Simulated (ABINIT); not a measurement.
Runs of ABINIT 10.8.3 (patched build) on La2O3. The structure is trigonal, space group P-3m1 (No. 164). Conventional cell: a = 3.931 Å, b = 3.931 Å, c = 6.112 Å, α = 90.00°, β = 90.00°, γ = 120.00°. Around La (site symmetry 3m) lie 4 O at 2.36 to 2.44 Å. O (site symmetry -3m) has 6 La at 2.72 Å as nearest neighbours. O (site symmetry 3m) is surrounded by 4 La at 2.36 to 2.44 Å. The cell is a database's computed one.

```csv
task,level,potentials or basis,cell,k mesh,cutoff (eV),fine-grid cutoff,cell freedom (optcell),cutoff smearing ecutsm (Ha),optimiser (ionmov),force stop (Ha/bohr),gap on the mesh (eV),pressure (GPa),largest force (eV/Å)
band structure,LDA,JTH PAW LDA v2.0,as given,8 × 8 × 5,626,1224.51 eV,-,-,-,-,3.78,-5.5,0.09
band structure,PBE,JTH PAW PBE v2.0,as given,8 × 8 × 5,626,1224.51 eV,-,-,-,-,3.88,(c),0.09
relaxation of cell and atoms,PBEsol,JTH PAW PBE v2.0,relaxed,5 × 5 × 3,626,1224.51 eV,2,0.5,2,5e-05,3.98,0.0,-
band structure,PBEsol,JTH PAW PBE v2.0,as given,8 × 8 × 5,626,1224.51 eV,-,-,-,-,3.82,-2.1,(b)
band structure,r2SCAN,JTH PAW PBE v2.0,as given,7 × 7 × 4,762,1360.57 eV,-,-,-,-,(a),-,0.11
```

Alike in all rows: no spin polarisation; smearing fermi-dirac 0.05 eV.

Question: Fill in the values left out.

Answer: (a) 4.30; (b) 0.02; (c) 2.7.

Caveats: spin-orbit coupling is left out, which moves the levels of the heavy elements; the PAW data sets were made with another functional, which shifts forces and pressure a little (some runs); an odd mesh through Γ misses points on the zone boundary, where band edges often lie (some runs); the mesh misses the band edges, which the band path finds closer together (some runs).

A k mesh can miss the band edges, and the runs leave out spin-orbit coupling on La.

Not every run made on this cell is shown here.
